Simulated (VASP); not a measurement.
Set up this calculation in VASP 6.6.1, as the native input.

* Task: dielectric tensor
* Functional: PBEsol
* Potentials or basis: VASP PAW PBE potentials, release 64 (Mo_sv, S)
* Cutoff: 800 eV
* k mesh: 14 × 14 × 3
* Occupations: gaussian, width 0.01 eV
* Spin: no spin polarisation
* Further INCAR settings: ALGO = Normal; EDIFF = 1e-08

The structure of MoS2 lies in POSCAR:

```
MoS2
1.0
    3.1690000000      0.0000000000      0.0000000000
   -1.5845000000      2.7444345046      0.0000000000
    0.0000000000      0.0000000000     12.3240000000
Mo S
2 4
Direct
    0.6666666667      0.3333333333      0.7500000000
    0.3333333333      0.6666666667      0.2500000000
    0.6666666667      0.3333333333      0.3770000000
    0.3333333333      0.6666666667      0.8770000000
    0.6666666667      0.3333333333      0.1230000000
    0.3333333333      0.6666666667      0.6230000000
```

One way to write it, as run:

INCAR

```
  PREC = Accurate
  ENCUT = 800
  EDIFF = 1E-8
  ISMEAR = 0
  SIGMA = 0.01
  LREAL = F
  LASPH = T
  NELM = 100
  ALGO = Normal
  ISIF = 2
  LWAVE = F
  LCHARG = F
  GGA = PS
  LEPSILON = T
```

KPOINTS

```
regular mesh
0
Gamma
  14 14 3
```

Potentials or basis: VASP PAW PBE potentials, release 64 (Mo_sv, S).

Command:

```sh
$ cat potpaw_PBE.64/Mo_sv/POTCAR potpaw_PBE.64/S/POTCAR > POTCAR
$ mpirun -np 1 vasp_std > vasp.out
```

It gave:

| Quantity | Value |
| --- | --- |
| Band gap on the k mesh | 0.88 eV, indirect (least direct gap 1.76 eV) |
| Electronic dielectric tensor (diagonal) | 15.32, 15.32, 6.64 |
| Born charges (mean of the diagonal) | Mo -0.92; S +0.46 e |

Caveat: an odd mesh through Γ misses points on the zone boundary, where band edges often lie.

Wall time 85 min on 1 thread of Intel(R) Xeon(R) Platinum 8488C (Sapphire Rapids) (shared host), peak memory 1.6 GiB.
